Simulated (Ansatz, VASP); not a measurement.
**Si3Mo: VASP beside Ansatz**

```
Si Mo
1.0
     0.00000    3.04597    3.04597
     3.04597    0.00000    3.04597
     3.04597    3.04597    0.00000
Si Mo
3 1
Direct
  0.25000 0.25000 0.25000
  0.50000 0.50000 0.50000
  0.75000 0.75000 0.75000
  0.00000 0.00000 0.00000
```

Change from the starting cell: species swapped into the Li3Mg type (Fm-3m, No. 225).

Alike in both runs: functional PBE; k mesh 6 × 6 × 6; occupations gaussian, width 0.1 eV; no spin polarisation.

Ansatz relaxed the structure, and its values are those at the end. VASP's run is a single point on that final structure, the one shown.

|  | VASP | Ansatz |
| --- | --- | --- |
| version | VASP 6.6.1 | Ansatz 0.2.0 |
| potentials or method | VASP PAW PBE potentials, release 64 (Si, Mo_sv) | scalar-relativistic, plane waves, PAW |
| plane-wave cutoff (eV) | 520 | 420 |
| valence electrons in the cell | 26 | 26 |

|  | VASP | Ansatz | Ansatz less VASP |
| --- | --- | --- | --- |
| gap on the k mesh at the Fermi level (eV) | none | none | - |
| pressure (GPa) | 0.0 | 0.0 | -0.06 |

A gap of «none» marks a metal or a gap that the smearing closes.
